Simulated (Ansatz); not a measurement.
CoO:

```xyz
2
Lattice="0.0000 2.1315 2.1315 2.1315 0.0000 2.1315 2.1315 2.1315 0.0000" Properties=species:S:1:pos:R:3 pbc="T T T"
Co    0.0000    0.0000    0.0000
O     2.1315    2.1315    2.1315
```

```yaml
Program: Ansatz 0.2.0
Task: relaxation of cell and atoms
Functional: PBEsol
Dispersion: D4
Potentials_or_basis: Ansatz PAW
Cutoff: "420 eV (not typed: the program's choice for these potentials)"
k_mesh: 11 × 11 × 11
Occupations: fermi-dirac, width 0.05 eV
Spin: collinear spin, ferromagnetic start
Starting_moments: "[2.0, 0.0] μB"
```

At the start: volume 9.68 Å³/atom.

Question: Where does the relaxation end?

Answer: It ends after 7 steps and the volume is 8.97 Å³/atom (-7.4 %); space group Fm-3m (No. 225, to 0.05 Å); moment 2.76 μB per cell.

Step by step:
```csv
step,energy change (eV),largest force (eV/Å),volume (Å³)
1,0.0000,0.0000,19.37
2,-0.0470,0.0000,18.65
3,-0.0644,0.0000,17.93
4,-0.0642,0.0000,17.98
5,-0.0593,0.0000,17.98
6,-0.0596,0.0000,17.94
7,-0.0593,0.0000,17.94
```

Final structure:
```cif
data_structure
_symmetry_space_group_name_H-M 'P 1'
_symmetry_Int_Tables_number 1
_cell_length_a 2.9386
_cell_length_b 2.9386
_cell_length_c 2.9386
_cell_angle_alpha 60.000
_cell_angle_beta 60.000
_cell_angle_gamma 60.000
_cell_volume 17.94
loop_
_atom_site_label
_atom_site_type_symbol
_atom_site_fract_x
_atom_site_fract_y
_atom_site_fract_z
_atom_site_occupancy
Co1 Co 0.00000 0.00000 0.00000 1
O1 O 0.50000 0.50000 0.50000 1
```

Caveat: the plane-wave basis is chosen anew once the cell has moved, so the energies of steps on either side of that aren't comparable; the pressure holds a Pulay correction of +0.8 GPa for the finite cutoff; a cell with one magnetic atom can't hold antiferromagnetic order, which such compounds often take; pairwise dispersion overbinds metals, which lowers pressure and volume; the PAW data sets come from PBE, with cores solved anew for the run's functional, which leaves a small shift of forces and pressure.
